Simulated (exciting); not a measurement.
The K L₂,₃ edge of atom 1 in KF (Carobbiite), space group Fm-3m, with 6 F at 2.67 Å (octahedral, site symmetry m-3m), was computed at 4 levels: exchange and screened direct term (singlet BSE), exchange term alone (RPA), independent particles and screened direct term alone. Common settings: exciting, all-electron LAPW+lo, LDA, spinor conduction states, 2×2×2 shifted k points, 24 conduction spinor bands, |G+q| up to 4.5 bohr⁻¹ (5.5 in the exchange term), full RPA screening with nempty = 42, Lorentzian half width 0.25 eV.

Energy from the Kohn–Sham onset, core level to the lowest empty state found on the meshes used; all runs on one relative scale:

| E (eV) | run 1 | run 2 | run 3 | run 4 |
| --- | --- | --- | --- | --- |
| -5.25 | 0.02 | 0.00 | 0.03 | 0.00 |
| -5.00 | 0.02 | 0.00 | 0.04 | 0.00 |
| -4.75 | 0.02 | 0.00 | 0.05 | 0.00 |
| -4.50 | 0.02 | 0.00 | 0.06 | 0.00 |
| -4.25 | 0.03 | 0.00 | 0.08 | 0.00 |
| -4.00 | 0.04 | 0.00 | 0.11 | 0.00 |
| -3.75 | 0.05 | 0.00 | 0.17 | 0.00 |
| -3.50 | 0.06 | 0.00 | 0.27 | 0.00 |
| -3.25 | 0.09 | 0.00 | 0.54 | 0.00 |
| -3.00 | 0.15 | 0.00 | 1.31 | 0.00 |
| -2.75 | 0.29 | 0.00 | 2.09 | 0.00 |
| -2.50 | 0.59 | 0.00 | 1.31 | 0.00 |
| -2.25 | 0.69 | 0.00 | 0.75 | 0.00 |
| -2.00 | 0.46 | 0.00 | 0.80 | 0.00 |
| -1.75 | 0.45 | 0.00 | 1.23 | 0.00 |
| -1.50 | 0.72 | 0.00 | 1.11 | 0.00 |
| -1.25 | 1.36 | 0.00 | 0.51 | 0.00 |
| -1.00 | 0.89 | 0.01 | 0.28 | 0.00 |
| -0.75 | 0.41 | 0.01 | 0.22 | 0.00 |
| -0.50 | 0.28 | 0.01 | 0.22 | 0.00 |
| -0.25 | 0.24 | 0.01 | 0.29 | 0.00 |
| 0.00 | 0.31 | 0.01 | 0.57 | 0.01 |
| 0.25 | 0.59 | 0.01 | 0.87 | 0.01 |
| 0.50 | 0.91 | 0.01 | 0.48 | 0.01 |
| 0.75 | 0.57 | 0.01 | 0.33 | 0.01 |
| 1.00 | 0.46 | 0.02 | 0.40 | 0.01 |
| 1.25 | 0.60 | 0.02 | 0.64 | 0.02 |
| 1.50 | 1.08 | 0.02 | 0.46 | 0.01 |
| 1.75 | 0.81 | 0.02 | 0.26 | 0.01 |
| 2.00 | 0.57 | 0.03 | 0.24 | 0.02 |
| 2.25 | 0.56 | 0.04 | 0.22 | 0.03 |
| 2.50 | 0.41 | 0.06 | 0.17 | 0.04 |
| 2.75 | 0.32 | 0.11 | 0.13 | 0.06 |
| 3.00 | 0.20 | 0.14 | 0.10 | 0.09 |
| 3.25 | 0.17 | 0.13 | 0.09 | 0.08 |
| 3.50 | 0.18 | 0.13 | 0.10 | 0.07 |
| 3.75 | 0.17 | 0.16 | 0.10 | 0.09 |
| 4.00 | 0.18 | 0.16 | 0.12 | 0.09 |
| 4.25 | 0.21 | 0.11 | 0.14 | 0.07 |
| 4.50 | 0.21 | 0.10 | 0.13 | 0.05 |
| 4.75 | 0.20 | 0.10 | 0.13 | 0.05 |
| 5.00 | 0.23 | 0.15 | 0.15 | 0.07 |
| 5.25 | 0.20 | 0.26 | 0.13 | 0.11 |
| 5.50 | 0.18 | 0.36 | 0.12 | 0.15 |
| 5.75 | 0.14 | 0.45 | 0.09 | 0.20 |
| 6.00 | 0.14 | 0.44 | 0.09 | 0.23 |
| 6.25 | 0.12 | 0.36 | 0.08 | 0.19 |
| 6.50 | 0.11 | 0.39 | 0.07 | 0.18 |
| 6.75 | 0.10 | 0.55 | 0.07 | 0.24 |
| 7.00 | 0.12 | 0.51 | 0.09 | 0.27 |
| 7.25 | 0.12 | 0.53 | 0.09 | 0.25 |
| 7.50 | 0.12 | 0.66 | 0.10 | 0.31 |
| 7.75 | 0.15 | 0.73 | 0.11 | 0.40 |
| 8.00 | 0.18 | 0.68 | 0.13 | 0.48 |
| 8.25 | 0.14 | 0.50 | 0.09 | 0.49 |
| 8.50 | 0.10 | 0.43 | 0.08 | 0.38 |
| 8.75 | 0.12 | 0.53 | 0.09 | 0.42 |
| 9.00 | 0.14 | 0.46 | 0.10 | 0.48 |
| 9.25 | 0.14 | 0.37 | 0.10 | 0.36 |
| 9.50 | 0.15 | 0.45 | 0.10 | 0.37 |
| 9.75 | 0.11 | 0.44 | 0.08 | 0.47 |
| 10.00 | 0.10 | 0.32 | 0.07 | 0.36 |
| 10.25 | 0.08 | 0.35 | 0.06 | 0.32 |
| 10.50 | 0.09 | 0.42 | 0.07 | 0.38 |
| 10.75 | 0.10 | 0.47 | 0.07 | 0.45 |
| 11.00 | 0.09 | 0.42 | 0.07 | 0.50 |
| 11.25 | 0.07 | 0.33 | 0.05 | 0.43 |
| 11.50 | 0.07 | 0.35 | 0.05 | 0.39 |
| 11.75 | 0.09 | 0.37 | 0.08 | 0.47 |
| 12.00 | 0.12 | 0.27 | 0.10 | 0.38 |
| 12.25 | 0.16 | 0.30 | 0.13 | 0.35 |
| 12.50 | 0.18 | 0.36 | 0.13 | 0.46 |
| 12.75 | 0.16 | 0.25 | 0.11 | 0.41 |
| 13.00 | 0.13 | 0.22 | 0.09 | 0.33 |
| 13.25 | 0.12 | 0.19 | 0.08 | 0.30 |
| 13.50 | 0.08 | 0.15 | 0.06 | 0.22 |
| 13.75 | 0.06 | 0.17 | 0.05 | 0.21 |
| 14.00 | 0.07 | 0.17 | 0.05 | 0.22 |
| 14.25 | 0.07 | 0.17 | 0.05 | 0.19 |
| 14.50 | 0.10 | 0.22 | 0.08 | 0.23 |
| 14.75 | 0.12 | 0.22 | 0.09 | 0.24 |
| 15.00 | 0.11 | 0.23 | 0.08 | 0.23 |
| 15.25 | 0.11 | 0.29 | 0.08 | 0.30 |
| 15.50 | 0.14 | 0.33 | 0.10 | 0.36 |
| 15.75 | 0.13 | 0.33 | 0.08 | 0.41 |
| 16.00 | 0.09 | 0.31 | 0.06 | 0.49 |
| 16.25 | 0.07 | 0.17 | 0.04 | 0.34 |
| 16.50 | 0.04 | 0.13 | 0.03 | 0.20 |
| 16.75 | 0.04 | 0.15 | 0.03 | 0.20 |

**Question.** Which run is which, and why?

Run 1: exchange and screened direct term (singlet BSE); highest local maximum in the window at -1.2 eV. Run 2: independent particles; highest local maximum in the window at 7.8 eV. Run 3: screened direct term alone; highest local maximum in the window at -2.7 eV. Run 4: exchange term alone (RPA); highest local maximum in the window at 8.1 eV. The attractive direct term pulls weight down: the curves pass 0.21 at -2.8, 5.2, -3.6 and 5.9 eV in the order of the runs. Exchange is repulsive: the centre of weight of the curve lies at 2.8 eV with it and at 1.0 eV without it. In the runs without the direct term the fine structure is partly noise of the 8-point mesh. Exchange alone moves the bare spectrum by 38 % r.m.s., towards higher energy.

[Hosts, paths, dates, database ids (printed as entryN), source tags and the programs' standing remarks are cut or masked in the printed files.]
